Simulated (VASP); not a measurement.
# KI (Fm-3m) in VASP: single point with PBEsol

Aim: the single point of KI with PBEsol.

All numbers are computed with VASP 6.6.1; they aren't measurements. Logs are shortened: lines on timing, memory, paths and dates and some standing lists are left out, and cuts for length are marked.

**What was measured.**

A printed reference work, monograph reports, for a bulk crystal of KI: band gap 6.32 eV.

The runs below are set against these values where they give the same quantity.

## Step 1: The cell of the first run

It takes space group Fm-3m (No. 225, cubic). The conventional cell has a = 7.049 Å, b = 7.049 Å, c = 7.049 Å, α = 90.00°, β = 90.00°, γ = 90.00°. Within 4.6 Å of K (site symmetry m-3m) lie 6 I at 3.52 Å. I (site symmetry m-3m) has 6 K at 3.52 Å within 4.6 Å.

## Step 2: Single point, PBEsol

Input file INCAR:

```
SYSTEM = KI
ALGO     = Normal         ! electronic algorithm
EDIFF    = 1E-7           ! SCF threshold, eV
ENCUT    = 520            ! plane-wave cutoff, eV
GGA      = PS             ! functional
ISIF     = 2              ! what is computed and relaxed
ISMEAR   = 0              ! smearing method
LASPH    = .True.         ! aspherical terms in the spheres
LCHARG   = .False.        ! write CHGCAR
LREAL    = .False.        ! projectors in reciprocal space
LWAVE    = .False.        ! write WAVECAR
NBANDS   = 15             ! bands
NELM     = 100            ! most SCF steps
PREC     = Accurate       ! precision mode
SIGMA    = 0.05           ! smearing width, eV
```

Input file KPOINTS:

```
k-points
0
Gamma
  6 6 6
  0 0 0
```

Input file POSCAR:

```
KI
1.0
    0.0000000000      3.5245500000      3.5245500000
    3.5245500000      0.0000000000      3.5245500000
    3.5245500000      3.5245500000      0.0000000000
K I
1 1
Direct
    0.0000000000      0.0000000000      0.0000000000
    0.5000000000      0.5000000000      0.5000000000
```

Potentials or basis: VASP PAW PBE potentials, release 64 (K_sv, I).

On the command line:

```
> cat potpaw_PBE.64/K_sv/POTCAR potpaw_PBE.64/I/POTCAR > POTCAR
> mpirun -np 1 vasp_std > vasp.out
```

OUTCAR:

```text
SYSTEM = KI
   EDIFF = 1E-7
   ENCUT = 520
   GGA = PS
   ISIF = 2
   ISMEAR = 0
   LASPH = .True.
   LREAL = .False.
   NELM = 100
   PREC = Accurate

 ion  position               nearest neighbor table
   1  0.000  0.000  0.000-   2 3.52   2 3.52   2 3.52   2 3.52   2 3.52   2 3.52
   2  0.500  0.500  0.500-   1 3.52   1 3.52   1 3.52   1 3.52   1 3.52   1 3.52

  LATTYP: Found a face centered cubic cell.
 ALAT       =     7.0491000000

  Lattice vectors:

 A1 = (   0.0000000000,   3.5245500000,   3.5245500000)
 A2 = (   3.5245500000,   0.0000000000,   3.5245500000)
 A3 = (   3.5245500000,   3.5245500000,   0.0000000000)

Analysis of symmetry for initial positions (statically):
=====================================================================
 Subroutine PRICEL returns:
 Original cell was already a primitive cell.

 Routine SETGRP: Setting up the symmetry group for a
 face centered cubic supercell.

 Subroutine GETGRP returns: Found 48 space group operations
 (whereof 48 operations were pure point group operations)
 out of a pool of 48 trial point group operations.

The static configuration has the point symmetry O_h .

Analysis of symmetry for dynamics (positions and initial velocities):
=====================================================================
 Subroutine PRICEL returns:
 Original cell was already a primitive cell.

 Routine SETGRP: Setting up the symmetry group for a
 face centered cubic supercell.

 Subroutine GETGRP returns: Found 48 space group operations
 (whereof 48 operations were pure point group operations)
 out of a pool of 48 trial point group operations.

The dynamic configuration has the point symmetry O_h .

 Subroutine INISYM returns: Found 48 space group operations
 (whereof 48 operations are pure point group operations),
 and found     1 'primitive' translations

----------------------------------------------------------------------------------------

                                     Primitive cell

  volume of cell :      87.5671

  direct lattice vectors                    reciprocal lattice vectors
     0.000000000  3.524550000  3.524550000    -0.141862082  0.141862082  0.141862082
     3.524550000  0.000000000  3.524550000     0.141862082 -0.141862082  0.141862082
     3.524550000  3.524550000  0.000000000     0.141862082  0.141862082 -0.141862082

  length of vectors
     4.984466411  4.984466411  4.984466411     0.245712333  0.245712333  0.245712333

  position of ions in fractional coordinates (direct lattice)
     0.000000000  0.000000000  0.000000000
     0.500000000  0.500000000  0.500000000

  ion indices of the primitive-cell ions
   primitive index   ion index
                 1           1
                 2           2

----------------------------------------------------------------------------------------

 KPOINTS: k-points

Automatic generation of k-mesh.
 Grid dimensions read from file:
 generate k-points for:    6    6    6

 Generating k-lattice:

  Cartesian coordinates                     Fractional coordinates (reciprocal lattice)
    -0.023643680  0.023643680  0.023643680     0.166666667  0.000000000  0.000000000
     0.023643680 -0.023643680  0.023643680     0.000000000  0.166666667  0.000000000
     0.023643680  0.023643680 -0.023643680     0.000000000  0.000000000  0.166666667

  Length of vectors
     0.040952056  0.040952056  0.040952056

  Shift w.r.t. Gamma in fractional coordinates (k-lattice)
     0.000000000  0.000000000  0.000000000

 Subroutine IBZKPT returns following result:
 ===========================================

 Found     16 irreducible k-points:

 Following reciprocal coordinates:
            Coordinates               Weight
  0.000000  0.000000  0.000000      1.000000
  0.166667  0.000000  0.000000      8.000000
  0.333333  0.000000  0.000000      8.000000
  0.500000  0.000000  0.000000      4.000000
  0.166667  0.166667  0.000000      6.000000
  0.333333  0.166667  0.000000     24.000000
[... 8 lines left out ...]
 -0.333333  0.333333  0.166667     24.000000
 -0.333333  0.500000  0.166667     12.000000
   k-points           NKPTS =     16   k-points in BZ     NKDIM =     16   number of bands    NBANDS=     15
   number of dos      NEDOS =    301   number of ions     NIONS =      2
   total plane-waves  NPLWV =  64000
   dimension x,y,z NGX =    40 NGY =   40 NGZ =   40
   dimension x,y,z NGXF=    80 NGYF=   80 NGZF=   80
   ions per type =               1   1
   NGX,Y,Z   is equivalent  to a cutoff of  13.34, 13.34, 13.34 a.u.
   NGXF,Y,Z  is equivalent  to a cutoff of  26.68, 26.68, 26.68 a.u.
 SYSTEM =  KI
   PREC   = accura    normal or accurate (medium, high low for compatibility)
   ISTART =      0    job   : 0-new  1-cont  2-samecut
   ICHARG =      2    charge: 1-file 2-atom 10-const
   ISPIN  =      1    spin polarized calculation?
   LNONCOLLINEAR =      F non collinear calculations
   LSORBIT =      F    spin-orbit coupling
   LASPH  =      T    aspherical Exc in radial PAW
   ENCUT  =  520.0 eV  38.22 Ry    6.18 a.u.   9.27  9.27  9.27*2*pi/ulx,y,z
   NELM   =    100;   NELMIN=  2; NELMDL= -5     # of ELM steps
   EDIFF  = 0.1E-06   stopping-criterion for ELM
   LREAL  =      F    real-space projection
   EDIFFG = 0.1E-05   stopping-criterion for IOM
   NSW    =      0    number of steps for IOM
   IBRION =     -1    ionic relax: 0-MD 1-quasi-New 2-CG
   NFREE  =      0    steps in history (QN), initial steepest desc. (CG)
   ISIF   =      2    stress and relaxation
   ISYM   =      2    0-nonsym 1-usesym 2-fastsym
   POTIM  = 0.5000    time-step for ionic-motion
   TEBEG  =    0.0;   TEEND  =   0.0 temperature during run
   PSTRESS=    0.0 pullay stress
   NELECT =      16.0000    total number of electrons
   NUPDOWN=      -1.0000    fix difference up-down
   EMIN   =  10.00;   EMAX   =-10.00  energy-range for DOS
   EFERMI =   0.00;   METHOD = LEGACY
   ISMEAR =     0;   SIGMA  =   0.05  broadening in eV -4-tet -1-fermi 0-gaus
   EFERMI_NEDOS =   21; number of points for ismear=-14 and -15
   IALGO  =     38    algorithm
   IMIX   =      4    mixing-type and parameters
     AMIX     =   0.40;   BMIX     =  1.00
     AMIX_MAG =   1.60;   BMIX_MAG =  1.00
  volume/ion in A,a.u.               =      43.78       295.47
  Fermi-wavevector in a.u.,A,eV,Ry     =   0.928969  1.755497 11.741598  0.862983
  Thomas-Fermi vector in A             =   2.055202
   LORBIT       =      0    0 simple, 1 ext, 2 COOP (PROOUT), +10 PAW based schemes
   GGA     = PS    functional components
   LHFCALC =     F    Hartree Fock is set to
   AEXX    =    0.0000 exact exchange contribution
   IVDW    =     0    specifies the selected vdW correction
   LEPSILON=     F    determine dielectric tensor
   LRPA    =     F    only Hartree local field effects (RPA)
 non-spin polarized calculation
 Gauss-broadening in eV      SIGMA  =   0.05
  energy-cutoff  :      520.00
  volume of cell :       87.57
 maximum number of plane-waves:      2397
 NGX is ok and might be reduce to    40
   NGX = 19   NGY = 19   NGZ = 19

 number of electron      15.9999999 magnetization

 Free energy of the ion-electron system (eV)
  ---------------------------------------------------
  ext. energy  EPLUGINS =         0.00000000
  ---------------------------------------------------
  free energy    TOTEN  =        -5.81540413 eV

  energy without entropy =       -5.81540413  energy(sigma->0) =       -5.81540413

 E-fermi :  -0.2131     XC(G=0):  -7.3703

 val. band max:       -0.4725198887   @ k =   0.0000   0.0000   0.0000
 cond. band min:       3.3562980170   @ k =   0.0000   0.0000   0.0000
 fundamental gap:      3.8288179057
 Fermi energy:        -0.2131342948

 k-point     1 :       0.0000    0.0000    0.0000
  band No.  band energies     occupation
      1     -28.7863      2.00000
      2     -12.3397      2.00000
      3     -12.3397      2.00000
      4     -12.3397      2.00000
      5     -11.0204      2.00000
      6      -0.4725      2.00000
      7      -0.4725      2.00000
      8      -0.4725      2.00000
      9       3.3563      0.00000
     10       5.9522      0.00000
     11       5.9522      0.00000
     12       5.9522      0.00000
     13       6.6973      0.00000
     14       6.6973      0.00000
     15       9.1397      0.00000

 k-point     2 :       0.1667    0.0000    0.0000
  band No.  band energies     occupation
      1     -28.7857      2.00000
      2     -12.3875      2.00000
      3     -12.3403      2.00000
      4     -12.3403      2.00000
      5     -10.9399      2.00000
      6      -0.9096      2.00000
      7      -0.5665      2.00000
      8      -0.5665      2.00000
      9       3.9931      0.00000
     10       5.8575      0.00000
     11       6.2472      0.00000
     12       6.2472      0.00000
     13       7.0186      0.00000
     14       7.0186      0.00000
     15      10.0539      0.00000

 k-point     3 :       0.3333    0.0000    0.0000
  band No.  band energies     occupation
      1     -28.7846      2.00000
      2     -12.4708      2.00000
      3     -12.3416      2.00000
      4     -12.3416      2.00000
      5     -10.7892      2.00000
      6      -1.5675      2.00000
      7      -0.7403      2.00000
      8      -0.7403      2.00000
      9       4.7521      0.00000
     10       6.4631      0.00000
     11       6.9602      0.00000
     12       6.9602      0.00000
     13       7.8627      0.00000
     14       7.8627      0.00000
     15       9.1838      0.00000
[... 199 lines left out ...]
 k-point    15 :      -0.3333    0.3333    0.1667
  band No.  band energies     occupation
      1     -28.7835      2.00000
      2     -12.4366      2.00000
      3     -12.3661      2.00000
      4     -12.3558      2.00000
      5     -10.7829      2.00000
      6      -1.4734      2.00000
      7      -1.1339      2.00000
      8      -0.9318      2.00000
      9       5.6841      0.00000
     10       6.0381      0.00000
     11       6.4988      0.00000
     12       7.7226      0.00000
     13       8.2599      0.00000
     14       8.7193      0.00000
     15       9.3928      0.00000

 k-point    16 :      -0.3333    0.5000    0.1667
  band No.  band energies     occupation
      1     -28.7833      2.00000
      2     -12.3888      2.00000
      3     -12.3813      2.00000
      4     -12.3667      2.00000
      5     -10.8223      2.00000
      6      -1.3734      2.00000
      7      -1.0541      2.00000
      8      -1.0349      2.00000
      9       5.0859      0.00000
     10       5.8547      0.00000
     11       6.8437      0.00000
     12       7.7929      0.00000
     13       8.0604      0.00000
     14       9.1825      0.00000
     15       9.5711      0.00000

------------------------ aborting loop because EDIFF is reached ----------------------------------------

  FORCE on cell =-STRESS in cart. coord.  units (eV):
  Direction    XX          YY          ZZ          XY          YZ          ZX
  --------------------------------------------------------------------------------------
  -------------------------------------------------------------------------------------
  Total       -0.0956737     -0.0956737     -0.0956737      0.0000000      0.0000000      0.0000000
  in kB       -1.7504993     -1.7504993     -1.7504993      0.0000000      0.0000000      0.0000000
  external PRESSURE =      -1.7504993 kB  Pullay stress =       0.0000000 kB

 VOLUME and BASIS-vectors are now :
 -----------------------------------------------------------------------------
  energy-cutoff  :      520.00
  volume of cell :       87.57
      direct lattice vectors                 reciprocal lattice vectors
     0.000000000  3.524550000  3.524550000    -0.141862082  0.141862082  0.141862082
     3.524550000  0.000000000  3.524550000     0.141862082 -0.141862082  0.141862082
     3.524550000  3.524550000  0.000000000     0.141862082  0.141862082 -0.141862082

 POSITION                                       TOTAL-FORCE (eV/Angst)
 -----------------------------------------------------------------------------------
      0.00000      0.00000      0.00000        -0.000000      0.000000      0.000000
      3.52455      3.52455      3.52455         0.000000     -0.000000     -0.000000
 -----------------------------------------------------------------------------------
    total drift:                                0.000000     -0.000000     -0.000000

  FREE ENERGIE OF THE ION-ELECTRON SYSTEM (eV)
  ---------------------------------------------------
  free  energy   TOTEN  =        -5.8154041290 eV

  energy  without entropy=       -5.8154041290  energy(sigma->0) =       -5.81540413
```

Wall time 49 s (1 thread of Intel Xeon 8259CL, shared host); peak memory 0.24 GiB.

What came out:

| Property | Result |
| --- | --- |
| Free energy | -5.8154 eV |
| Pressure | -0.2 GPa |
| Band gap on the k mesh | 3.83 eV, direct |

Caveat: the PAW data sets were made with another functional, which shifts forces and pressure a little; spin-orbit coupling is left out, which moves the levels of the heavy elements.

## Step 3: Comparison with measurements

Step 2. Against the measured gap of KI, 6.32 eV (a printed reference work, monograph), the calculated 3.83 eV is off by -2.49 eV. Spin-orbit coupling on I is left out. The value is that of PBEsol, without temperature or zero-point motion. Semilocal functionals fall short of measured gaps as a rule.
